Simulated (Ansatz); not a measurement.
The system is Te2Mo, a slab with vacuum.

```xyz
9
Lattice="3.5624 0.0000 0.0000 -1.7812 3.0851 0.0000 0.0000 0.0000 31.5633" Properties=species:S:1:pos:R:3 pbc="T T T"
Te    0.0000    0.0000    1.7916
Te    0.0000    2.0568    9.1213
Te    0.0000    2.0568   26.0209
Te    0.0000    2.0568    5.5424
Te    0.0000    2.0568   22.4419
Te    0.0000    0.0000   29.7717
Mo    0.0000    2.0568    0.0000
Mo    0.0000    0.0000    7.3323
Mo    0.0000    0.0000   24.2309
```

Base run:

```yaml
Program: Ansatz 0.2.0
Functional: r2SCAN
Potentials_or_basis: Ansatz PAW
Cutoff: "500 eV (not typed: the program's choice for these potentials)"
k_mesh: 7 × 7 × 1
Occupations: fermi-dirac, width 0.05 eV
Spin: no spin polarisation
Hubbard_terms: Mo d U = 5 eV
```

Its results: band gap on the k mesh 1.15 eV, direct; largest force 0.125 eV/Å.

Problem. The run is repeated on the same cell with these changes: hubbard terms from Mo d U = 5 eV to none; hubbard projectors from ortho-atomic (the default) to none. What comes out?

Solution. Band gap on the k mesh 1.25 eV, indirect (least direct gap 1.39 eV); largest force 0.028 eV/Å.

Caveats: odd divisions of the mesh miss points on the zone boundary, where band edges often lie, so the gap on the mesh can be too wide; spin-orbit coupling is left out, which moves the levels of the heavy elements; the PAW data sets come from PBE, with cores solved anew for the run's functional, which leaves a small shift of forces and pressure; the U is typed as a test and isn't derived for this compound (some runs).

A k mesh can miss the band edges.
